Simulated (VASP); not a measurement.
# Si: molecular dynamics at constant energy

Si, P6/mmm (no. 191), 8 atoms in the cell. PBE, molecular dynamics; PAW potentials Si (PBE set).

Ensemble: NVE; Starting temperature (K): 600.

## Input

INCAR:
```
SYSTEM = Si
  GGA = PE
  PREC = Normal
  ENCUT = 250
  EDIFF = 1E-6
  NELMIN = 4
  NELM = 60
  ALGO = Fast
  LREAL = Auto
  LASPH = .TRUE.
  ISMEAR = -1
  SIGMA = 0.05
  ISYM = 0
  LWAVE = .FALSE.
  LCHARG = .FALSE.
  IBRION = 0
  NSW = 60
  POTIM = 2.0
  TEBEG = 600
  ISIF = 2
  RANDOM_SEED = 548539 0 0
  MDALGO = 1
  ANDERSEN_PROB = 0.0
  KPAR = 2
```

KPOINTS:
```
k-points
0
Gamma
  2 3 3
```

POSCAR:
```
Si
1.0
    5.2410856298      0.0000000000      0.0000000000
    0.0000000000      4.5389132988      0.0000000000
    0.0000000000      0.0000000000      4.9327087800
Si
8
Direct
    0.0000000000      0.0000000000      0.0000000000
    0.0000000000      0.0000000000      0.5000000000
    0.5000000000      0.0000000000      0.0000000000
    0.5000000000      0.0000000000      0.5000000000
    0.2500000000      0.5000000000      0.0000000000
    0.2500000000      0.5000000000      0.5000000000
    0.7500000000      0.5000000000      0.0000000000
    0.7500000000      0.5000000000      0.5000000000
```

Commands:
```
cat potpaw_PBE.64/Si/POTCAR > POTCAR
mpirun -np 2 vasp_std > vasp.out
```

## Result

- Rise of the mean potential energy above the start (meV/atom): 34.0
- Mean temperature (K): 300
- Standard error of the mean temperature (K): 42
- Relative fluctuation of the kinetic energy: 0.372
- Canonical value of that fluctuation: 0.309
- Electronic steps per ionic step after the first: 4.1

Course of the run:

| Time (fs) | Temperature (K) | Potential energy less the first (meV/atom) |
|---|---|---|
| 2 | 600 | 0.0 |
| 12 | 468 | 15.0 |
| 20 | 272 | 37.3 |
| 30 | 147 | 51.4 |
| 38 | 188 | 46.6 |
| 48 | 286 | 35.6 |
| 56 | 299 | 34.1 |
| 66 | 229 | 42.0 |
| 74 | 187 | 46.8 |
| 84 | 224 | 42.6 |
| 92 | 301 | 33.9 |
| 102 | 381 | 24.9 |
| 110 | 387 | 24.2 |
| 120 | 350 | 28.4 |

The mean temperature lies below the starting 600 K, since the atoms start on their sites and part of their kinetic energy turns into potential energy.

REPORT:
```
MDALGO =   1
         ANDERSEN_PROB =  0.00000000
               SCALING =       0
                 CNEXP =     9.000   14.000
           RANDOM_SEED =            548539                0                0

   original number of atomic DOF:         21
   number of independent constraints:      0
   number of active DOF:                  21

========================================
         MD step No.       1
========================================

  Atomic velocities initialized by STEP_tb

  >Energies
                    E_tot             E_pot             E_kin               EPS                ES
   e_b>   -0.40141456E+02   -0.40684352E+02    0.54289539E+00    0.00000000E+00    0.00000000E+00

  >Temperature
               T_sim     T_inst
   tmprt>    600.000    600.000

  >Thermostat, num. of collisions:                0

           RANDOM_SEED =            548539               96                0

[... steps left out ...]

========================================
         MD step No.      60
========================================

  >Energies
                    E_tot             E_pot             E_kin               EPS                ES
   e_b>   -0.40140731E+02   -0.40457052E+02    0.31632045E+00    0.00000000E+00    0.00000000E+00

  >Temperature
               T_sim     T_inst
   tmprt>    600.000    349.593

  >Thermostat, num. of collisions:                0

           RANDOM_SEED =            548539             2928                0
```

OSZICAR:
```
N       E                     dE             d eps       ncg     rms          rms(c)
DAV:   1     0.375367676265E+02    0.37537E+02   -0.81566E+03   420   0.710E+02
DAV:   2    -0.373897862804E+02   -0.74927E+02   -0.69532E+02   548   0.130E+02
DAV:   3    -0.406971320990E+02   -0.33073E+01   -0.31151E+01   536   0.246E+01
DAV:   4    -0.407440038503E+02   -0.46872E-01   -0.46779E-01   516   0.316E+00
DAV:   5    -0.407448177147E+02   -0.81386E-03   -0.81376E-03   527   0.300E-01    0.947E+00
RMM:   6    -0.407078202716E+02    0.36997E-01   -0.15191E-02   420   0.644E-01    0.554E+00
RMM:   7    -0.406840699680E+02    0.23750E-01   -0.41069E-02   420   0.110E+00    0.332E-01
RMM:   8    -0.406843031874E+02   -0.23322E-03   -0.33922E-03   420   0.422E-01    0.942E-02
RMM:   9    -0.406843434727E+02   -0.40285E-04   -0.61602E-04   425   0.145E-01    0.686E-02
RMM:  10    -0.406843528609E+02   -0.93882E-05   -0.91636E-05   430   0.586E-02    0.498E-02
RMM:  11    -0.406843519074E+02    0.95360E-06   -0.35563E-05   420   0.285E-02    0.275E-02
RMM:  12    -0.406843535658E+02   -0.16584E-05   -0.72664E-06   356   0.129E-02    0.490E-02
[... left out ...]
     58 T=   364. E= -.40140803E+02 F= -.40470202E+02 E0= -.40456726E+02  EK= 0.32940E+00 SP= 0.00E+00 SK= 0.00E+00
     59 T=   356. E= -.40140757E+02 F= -.40462986E+02 E0= -.40449458E+02  EK= 0.32223E+00 SP= 0.00E+00 SK= 0.00E+00
[... last step whole ...]
       N       E                     dE             d eps       ncg     rms          rms(c)
DAV:   1    -0.404570468568E+02    0.59395E-02   -0.38912E-03   617   0.696E-01    0.508E-03
RMM:   2    -0.404570514709E+02   -0.46141E-05   -0.52855E-05   419   0.328E-02    0.270E-03
RMM:   3    -0.404570516917E+02   -0.22077E-06   -0.48060E-06   319   0.112E-02    0.259E-03
RMM:   4    -0.404570516016E+02    0.90129E-07   -0.50821E-07   230   0.377E-03
     60 T=   350. E= -.40140731E+02 F= -.40457052E+02 E0= -.40443522E+02  EK= 0.31632E+00 SP= 0.00E+00 SK= 0.00E+00
```

Limits: 120 fs of 8 atoms are too short for converged averages; the cell is only 4.5 Å across, so each atom moves in step with near copies of itself.

VASP 6.6.1 took 98 s on 2 cores (AMD EPYC 7R43 (Zen 3)), a shared host.
